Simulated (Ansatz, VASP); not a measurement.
S: VASP beside Ansatz

```
CELL_PARAMETERS angstrom
0.00000 2.55355 2.58428
1.97057 0.00000 2.58428
1.97057 2.55355 0.00000
ATOMIC_POSITIONS crystal
S 0.00000 0.00000 0.00000
```

Alike in both runs: task relaxation of cell and atoms; functional PBE; k mesh 6 × 6 × 6; occupations gaussian, width 0.1 eV; no spin polarisation.

```csv
,VASP,Ansatz
version,VASP 6.6.1,Ansatz 0.2.0
potentials or method,"VASP PAW PBE potentials, release 64 (S)","scalar-relativistic, plane waves, PAW"
plane-wave cutoff (eV),600,420
valence electrons in the cell,6,6
```

|  | VASP | Ansatz | Ansatz less VASP |
| --- | --- | --- | --- |
| gap on the k mesh at the Fermi level, each at its own relaxed structure (eV) | none | none | - |
| relaxed volume (Å³/atom) | 22.15 | 23.20 | +1.045 |
| relaxed cell length with the largest relative difference (Å) | 4.314 | 4.487 | +0.1732 |
| energy change over the relaxation (meV/atom) | -1320 | -1321 | -1.5 |

A gap of «none» marks a metal or a gap that the smearing closes.

Caveats: the k mesh is coarse (spacing up to 0.39 Å⁻¹), so the values aren't converged.
